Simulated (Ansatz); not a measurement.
Here is an Ansatz 0.2.0 calculation.

File input.yaml:

```yaml
crystal:
  lattice:
    - [2.0715, 1.1959810826, 9.5453333333]
    - [-2.0715, 1.1959810826, 9.5453333333]
    - [0.0, -2.3919621653, 9.5453333333]
  atoms:
    - { symbol: Bi, position: [0.5992, 0.5992, 0.5992] }
    - { symbol: Bi, position: [0.4008, 0.4008, 0.4008] }
    - { symbol: Se, position: [0.7883, 0.7883, 0.7883] }
    - { symbol: Se, position: [0.2117, 0.2117, 0.2117] }
    - { symbol: Se, position: [0.0, 0.0, 0.0] }
hamiltonian:
  xc: r2scan
  pseudopotentials: { kind: paw_fr }
magnetization:
  noncollinear: true
  spin_orbit: true
kpoints:
  mp_grid: { grid: [6, 6, 6] }
  band_path:
    path:
      - [[0.0, 0.0, 0.0], [0.5, 0.0, 0.0], [0.5, 0.1771325325, -0.1771325325]]
      - [[0.8228674675, 0.5, 0.1771325325], [0.5, 0.5, 0.5], [0.0, 0.0, 0.0], [0.3385662663, 0.0, -0.3385662663]]
      - [[0.6614337337, 0.3385662663, 0.0], [0.5, 0.5, 0.0], [0.6614337337, 0.6614337337, 0.1771325325], [0.5, 0.5, 0.5]]
      - [[0.5, 0.0, 0.0], [0.8228674675, 0.3385662663, 0.3385662663]]
    npoints: 14
scf:
  occupations: { method: fermi_dirac, width: 0.05 }
  n_extra_bands: 12
output:
  forces: true
  stress: true
  eigenvalues: true
  fatbands: true
  write_density: true
  write_potential: true
  elf: true
  volumetric_format: npy
```

Potentials or basis: Ansatz PAW.

Command:

```console
$ ansatz run input.yaml --threads 2 --pin off --max-ram 5632MiB --backend cpu --events-out ev --progress --plain --runs-dir out
```

Predict the pressure.

1.7 GPa.

Predict the band gap along the path.

0.21 eV, direct.

Forces in eV/Å, atoms in the order of the input:
```
Bi   0.000  0.000  0.131
Bi   0.000  0.000 -0.131
Se   0.000  0.000  0.091
Se   0.000  0.000 -0.091
Se   0.000  0.000  0.000
```

Caveat: the PAW data sets come from PBE, with cores solved anew for the run's functional, which leaves a small shift of forces and pressure. r2SCAN opens gaps a little over a GGA but as a rule still falls short of measured ones.
